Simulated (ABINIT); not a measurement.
# MoS2 in ABINIT: single point with LDA

Aim: the single point of MoS2 with LDA.

Everything below comes from runs of ABINIT 10.8.3 (patched build). Logs are shortened: lines on timing, memory, paths and dates and some standing lists are left out, and cuts for length are marked. The log counts tension as positive stress, the text compression.

## (1) The undisturbed slab

The cell holds a slab with vacuum, 3 atoms: a = 3.184 Å, b = 3.184 Å, c = 17.335 Å, α = 90.00°, β = 90.00°, γ = 120.00°.

## (2) Single point, LDA (cell relaxed)

The input, run.abi:

```
# Pseudopotentials
pp_dirpath "./"
pseudos "Mo.upf, S.upf"

# Structure
acell 5.8972037263 5.8972037314 32.7688915976
rprim
     1.0000000000     0.0000000000     0.0000000000
    -0.4999999996     0.8660254040     0.0000000000
     0.0000000000     0.0000000000     1.0000000000
ntypat 2
znucl 42 16
natom 3
typat 1 2 2
xred
     0.0000000000     0.0000000000     0.0000000000
     0.3333333300     0.6666666700     0.9104366600
     0.3333333300     0.6666666700     0.0895633400
chkprim 0
chksymtnons 0
tolsym 1.0e-6

# Plane-wave basis
ecut 40.0

# k points
kptopt 1
ngkpt 8 8 2
nshiftk 1
shiftk 0.0 0.0 0.0

# Exchange and correlation
ixc 7

# Bands and occupations
nband 17
occopt 3
tsmear 0.00183747

# SCF cycle
nstep 100
tolvrs 1.0e-10

# Output
iomode 3
prtwf 0
prtden 0
prteig 0
prtebands 0
enunit 1
prtvol 2
```

Potentials or basis: PseudoDojo NC SR LDA v0.4 stringent.

On the command line:

```bash
> mpirun --bind-to none -np 4 abinit run.abi > log 2>&1
```

run.abo:

```text
.Version 10.8.3 of ABINIT
 Symmetries : space group P-6 m 2 (#187); Bravais hP (primitive hexag.)
================================================================================
 Values of the parameters that define the memory need of the present run
     intxc =       0    ionmov =       0      iscf =       7    lmnmax =       6
     lnmax =       6     mgfft =     192  mpssoang =       3    mqgrid =    9330
     natom =       3  nloc_mem =       1    nspden =       1   nspinor =       1
    nsppol =       1      nsym =      12    n1xccc =    2501    ntypat =       2
    occopt =       3   xclevel =       1
       mpw =       11986          nfft =      248832          nkpt =          20
================================================================================
================================================================================

--------------------------------------------------------------------------------
------------- Echo of variables that govern the present computation ------------
--------------------------------------------------------------------------------
 -outvars: echo values of preprocessed input variables --------
            acell      5.8972037263E+00  5.8972037314E+00  3.2768891598E+01 Bohr
              amu      9.59400000E+01  3.20660000E+01
          chkprim           0
      chksymtnons           0
             ecut      4.00000000E+01 Hartree
           enunit           1
              ixc           7
         kptrlatt        8    0    0      0    8    0      0    0    2
          kptrlen      4.71776298E+01
            natom           3
            nband          17
            ngfft          36      36     192
             nkpt          20
            nstep         100
             nsym          12
           ntypat           2
           occopt           3
           prtden           0
        prtebands           0
           prteig           0
           prtvol           2
            prtwf           0
            rprim      1.0000000000E+00  0.0000000000E+00  0.0000000000E+00
                      -4.9999999960E-01  8.6602540400E-01  0.0000000000E+00
                       0.0000000000E+00  0.0000000000E+00  1.0000000000E+00
          spgroup         187
           tolsym      1.00000000E-06
           tolvrs      1.00000000E-10
           tsmear      1.83747000E-03 Hartree
            typat      1  2  2
           xangst      0.0000000000E+00  0.0000000000E+00  0.0000000000E+00
                      -6.7423627297E-11  1.8017172520E+00  1.5787473015E+01
                      -6.7423627297E-11  1.8017172520E+00  1.5530776335E+00
            xcart      0.0000000000E+00  0.0000000000E+00  0.0000000000E+00
                      -1.2741219001E-10  3.4047521626E+00  2.9834000218E+01
                      -1.2741219001E-10  3.4047521626E+00  2.9348913796E+00
             xred      0.0000000000E+00  0.0000000000E+00  0.0000000000E+00
                       3.3333333333E-01  6.6666666667E-01  9.1043666000E-01
                       3.3333333333E-01  6.6666666667E-01  8.9563340000E-02
            znucl       42.00000   16.00000

================================================================================

 chkinp: Checking input parameters for consistency.

================================================================================
== DATASET  1 ==================================================================

--- !DatasetInfo
iteration_state: {dtset: 1, }
dimensions: {natom: 3, nkpt: 20, mband: 17, nsppol: 1, nspinor: 1, nspden: 1, mpw: 11986, }
cutoff_energies: {ecut:  40.0, pawecutdg:  -1.0, }
electrons: {nelect:   2.60000000E+01, charge:   0.00000000E+00, occopt:   3.00000000E+00, tsmear:   1.83747000E-03, }
meta: {optdriver: 0, ionmov: 0, optcell: 0, iscf: 7, paral_kgb: 0, }
...

 Exchange-correlation functional for the present dataset will be:
[... 120 lines left out ...]
  2.79E-19 7.64E-20 1.67E-20 3.35E-20 5.30E-19 4.49E-19 7.73E-19 5.41E-19
  7.99E-19 5.15E-19 6.35E-19 6.20E-19 9.66E-19 6.11E-19 1.57E-18 1.03E-18
  6.58E-19
   0.5000  0.0000  0.0000    1  6.92956E-16 kpt; spin; max resid(k); each band:
[... 48 lines left out ...]
  2.69E-19 6.68E-20 1.73E-20 3.08E-20 5.26E-19 4.47E-19 9.21E-19 5.61E-19
  8.44E-19 8.47E-19 6.43E-19 5.29E-19 8.32E-19 1.32E-18 1.24E-18 7.98E-19
  4.30E-18
   0.3750  0.1250  0.5000    1  1.72701E-18 kpt; spin; max resid(k); each band:
  2.89E-19 8.49E-20 1.68E-20 3.76E-20 5.38E-19 4.52E-19 6.03E-19 5.44E-19
  9.71E-19 6.24E-19 4.53E-19 6.49E-19 8.59E-19 1.25E-18 1.68E-18 7.45E-19
  1.73E-18
   0.2500  0.2500  0.5000    1  1.20457E-18 kpt; spin; max resid(k); each band:
  2.82E-19 7.89E-20 1.72E-20 3.94E-20 5.37E-19 4.49E-19 6.67E-19 4.98E-19
  9.32E-19 6.87E-19 4.54E-19 6.11E-19 6.14E-19 1.03E-18 7.80E-19 6.82E-19
  1.20E-18
   0.3750  0.2500  0.5000    1  6.73093E-17 kpt; spin; max resid(k); each band:
  2.80E-19 8.08E-20 4.63E-20 1.72E-20 5.45E-19 4.50E-19 5.19E-19 3.38E-19
  9.61E-19 7.61E-19 3.12E-19 8.85E-19 6.48E-19 4.80E-19 6.60E-19 1.19E-18
  6.73E-17
 reduced coordinates (array xred) for    3 atoms
       0.000000000000      0.000000000000      0.000000000000
       0.333333333333      0.666666666667      0.910436660000
       0.333333333333      0.666666666667      0.089563340000
 rms dE/dt=  4.3710E-05; max dE/dt=  9.2724E-05; dE/dt below (all hartree)
    1       0.000000000000      0.000000000000      0.000000000000
    2      -0.000000000000      0.000000000000      0.000092723648
    3      -0.000000000000      0.000000000000     -0.000092723648

 cartesian coordinates (angstrom) at end:
    1      0.00000000000000     0.00000000000000     0.00000000000000
    2     -0.00000000006742     1.80171725201807    15.78747301474145
    3     -0.00000000006742     1.80171725201807     1.55307763349524

 cartesian forces (hartree/bohr) at end:
    1     -0.00000000000000    -0.00000000000000    -0.00000000000000
    2      0.00000000000000     0.00000000000000    -0.00000282962417
    3      0.00000000000000     0.00000000000000     0.00000282962417
 frms,max,avg= 1.3338976E-06 2.8296242E-06   0.000E+00  0.000E+00  0.000E+00 h/b

 cartesian forces (eV/Angstrom) at end:
    1     -0.00000000000000    -0.00000000000000    -0.00000000000000
    2      0.00000000000000     0.00000000000000    -0.00014550512505
    3      0.00000000000000     0.00000000000000     0.00014550512505
 frms,max,avg= 6.8591774E-05 1.4550513E-04   0.000E+00  0.000E+00  0.000E+00 e/A
 length scales=  5.897203726300  5.897203731400 32.768891597600 bohr
              =  3.120665817893  3.120665820592 17.340550648237 angstroms
 Fermi (or HOMO) energy (eV) =  -0.19156   Average Vxc (eV)=  -4.62632
 Eigenvalues (   eV  ) for nkpt=  20  k points:
 kpt#   1, nband= 17, wtk=  0.00781, kpt=  0.0000  0.0000  0.0000 (reduced coord)
 -61.76095  -36.01890  -35.72348  -35.72348  -15.40012  -14.00359   -6.96487   -3.77136
  -3.77136   -3.01743   -2.58776   -2.58776   -1.23925    1.82412    1.82412    2.10998
   2.10998
 kpt#   2, nband= 17, wtk=  0.04688, kpt=  0.1250  0.0000  0.0000 (reduced coord)
 -61.75370  -36.00496  -35.79353  -35.73928  -15.15020  -13.90347   -6.69511   -4.26767
  -3.82877   -3.50980   -2.95449   -2.17371   -1.34620    1.49236    1.58693    1.84282
   2.22319
 kpt#   3, nband= 17, wtk=  0.04688, kpt=  0.2500  0.0000  0.0000 (reduced coord)
 -61.73615  -35.97115  -35.95962  -35.77721  -14.48840  -13.64037   -6.31802   -4.98753
  -4.86066   -3.63889   -2.85592   -2.44912   -1.91767    1.07724    1.39804    1.92213
   2.90251
 kpt#   4, nband= 17, wtk=  0.04688, kpt=  0.3750  0.0000  0.0000 (reduced coord)
 -61.71853  -36.12164  -35.93712  -35.81484  -13.69851  -13.33765   -6.79231   -5.75463
  -5.13717   -4.16955   -2.89801   -2.20961   -2.10929    1.25841    1.45145    2.61455
   3.31503
 kpt#   5, nband= 17, wtk=  0.02344, kpt=  0.5000  0.0000  0.0000 (reduced coord)
[... 48 lines left out ...]
 -61.72370  -36.05067  -35.94713  -35.82876  -13.95286  -13.42532   -6.41137   -5.39586
  -4.95759   -4.41826   -3.07970   -2.38345   -1.94966    0.92518    1.55353    1.96567
   3.39495
 kpt#  18, nband= 17, wtk=  0.09375, kpt=  0.3750  0.1250  0.5000 (reduced coord)
 -61.71122  -36.15189  -35.92301  -35.86801  -13.32452  -13.18178   -6.83945   -6.20439
  -5.16135   -4.40911   -3.03495   -2.92527   -1.59615    1.29028    1.86278    2.60246
   3.34136
 kpt#  19, nband= 17, wtk=  0.04688, kpt=  0.2500  0.2500  0.5000 (reduced coord)
 -61.71122  -36.10248  -35.92305  -35.91934  -13.34048  -13.16689   -6.45674   -6.27314
  -4.73590   -4.48455   -4.13668   -2.74779   -1.65482    1.17524    1.92888    2.02930
   3.74944
 kpt#  20, nband= 17, wtk=  0.04688, kpt=  0.3750  0.2500  0.5000 (reduced coord)
 -61.70605  -36.10796  -35.97278  -35.91306  -13.05709  -13.04184   -6.69725   -6.28448
  -5.14406   -4.37787   -4.21585   -3.17744   -1.26565    0.91455    2.04021    2.48067
   3.94081
 Total charge density [el/Bohr^3]
)     Maximum=    9.4165E-01  at reduced coord.    0.9167    0.8333    0.0000
)Next maximum=    9.4165E-01  at reduced coord.    0.9167    0.0833    0.0000
)     Minimum=    0.0000E+00  at reduced coord.    0.0000    0.0000    0.4271
)Next minimum=    0.0000E+00  at reduced coord.    0.0278    0.0000    0.4271
   Integrated=    2.6000E+01

--- !EnergyTerms
iteration_state     : {dtset: 1, }
comment             : Components of total free energy in Hartree
kinetic             :  3.00795686744406E+01
hartree             :  2.34472555987654E+02
xc                  : -1.66519664604775E+01
Ewald energy        :  1.57403625424059E+02
psp_core            :  8.73737725425248E-01
local_psp           : -5.10448214988395E+02
non_local_psp       :  1.16789656411643E+01
internal            : -9.25917279961297E+01
'-kT*entropy'       : -1.10071883809936E-11
total_energy        : -9.25917279961408E+01
total_energy_eV     : -2.51954927368580E+03
band_energy         : -1.65708300999297E+01
...

 Cartesian components of stress tensor (hartree/bohr^3)
  sigma(1 1)=  1.51730925E-07  sigma(3 2)=  0.00000000E+00
  sigma(2 2)=  1.51728952E-07  sigma(3 1)=  0.00000000E+00
  sigma(3 3)=  1.57134135E-07  sigma(2 1)=  3.31358339E-14

-Cartesian components of stress tensor (GPa)         [Pressure= -4.5170E-03 GPa]
- sigma(1 1)=  4.46407792E-03  sigma(3 2)=  0.00000000E+00
- sigma(2 2)=  4.46401990E-03  sigma(3 1)=  0.00000000E+00
- sigma(3 3)=  4.62304586E-03  sigma(2 1)=  9.74889892E-10

== END DATASET(S) ==============================================================
================================================================================

 -outvars: echo values of variables after computation  --------
            acell      5.8972037263E+00  5.8972037314E+00  3.2768891598E+01 Bohr
           etotal     -9.2591727996E+01
            fcart     -7.7925879125E-27 -4.4990527243E-27 -0.0000000000E+00
                       3.8962939563E-27  2.2495263621E-27 -2.8296241690E-06
                       3.8962939563E-27  2.2495263621E-27  2.8296241690E-06
            rprim      1.0000000000E+00  0.0000000000E+00  0.0000000000E+00
                      -4.9999999960E-01  8.6602540400E-01  0.0000000000E+00
                       0.0000000000E+00  0.0000000000E+00  1.0000000000E+00
           strten      1.5173092460E-07  1.5172895228E-07  1.5713413483E-07
                       0.0000000000E+00  0.0000000000E+00  3.3135833939E-14
           xangst      0.0000000000E+00  0.0000000000E+00  0.0000000000E+00
                      -6.7423627297E-11  1.8017172520E+00  1.5787473015E+01
                      -6.7423627297E-11  1.8017172520E+00  1.5530776335E+00
             xred      0.0000000000E+00  0.0000000000E+00  0.0000000000E+00
                       3.3333333333E-01  6.6666666667E-01  9.1043666000E-01
                       3.3333333333E-01  6.6666666667E-01  8.9563340000E-02
 Calculation completed.
```

Wall time 74 s (4 MPI ranks of Arm Neoverse V2, shared host); peak memory 0.52 GiB.

What came out:

```
Free energy                                           : -2519.5493 eV
Band gap on the k mesh                                : 2.15 eV, indirect (least direct gap 2.18 eV)
Valence electrons inside the program's atomic spheres : Mo 10.54; S 3.95
```
